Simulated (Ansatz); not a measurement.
## Band structure of Hg

```
Hg
1.0
     2.23398   -2.04586    0.00000
     2.23398    2.04586    0.00000
    -0.34874    0.00000    3.03980
Hg
1
Direct
  0.50000 0.50000 0.50000
```

The cell is the one relaxed in the Materials Project (mp-1184569), not relaxed further here; entries there can be hypothetical.

No spin–orbit coupling, which matters for the heavy atoms here.

Theory: Ansatz 0.2.0, DFT, PBE, all-electron LAPW, scalar-relativistic.

Settings: a Γ-centred 11×11×11 k mesh, Fermi–Dirac smearing of 0.05 eV, basis error target 1 meV/atom, no spin polarisation.

Points in fractions of the reciprocal vectors of this cell: Γ (0, 0, 0), C (-0.462, 0.462, 0), C2 (-0.538, -0.462, 0), Y2 (-0.5, -0.5, 0), M2 (-0.5, -0.5, 0.5), D (-0.573, -0.427, 0.5), D2 (-0.427, 0.427, 0.5), A (0, 0, 0.5). The path joins them by straight lines in the order Γ–C–C2–Y2–Γ–M2–D–D2–A; legs that retrace an earlier one aren't tabulated. Energies are in eV from the Fermi level.

**Question.** Is there a gap?

**Answer.** none: bands cross the Fermi level, a metal.

**Question.** List the levels between -20 and 5 eV at the symmetry points.

**Answer.** 
Γ: -8.08, -7.78, -7.74, -5.89, -5.87, -5.84
C: -7.54, -7.34, -6.36, -6.33, -5.33, 0.17, 1.18, 2.59
C2: -7.54, -7.34, -6.36, -6.33, -5.33, 0.17, 1.18, 2.59
Y2: -7.56, -7.34, -6.37, -6.33, -5.27, 0.63, 1.06, 2.31
M2: -7.42, -7.25, -7.21, -5.28, -5.24, 3.33, 4.05
D: -7.35, -7.21, -7.17, -5.43, -5.34, 2.69, 3.56
D2: -7.35, -7.21, -7.17, -5.43, -5.34, 2.69, 3.56
A: -7.64, -7.51, -6.43, -6.34, -5.81, -2.84, -1.52
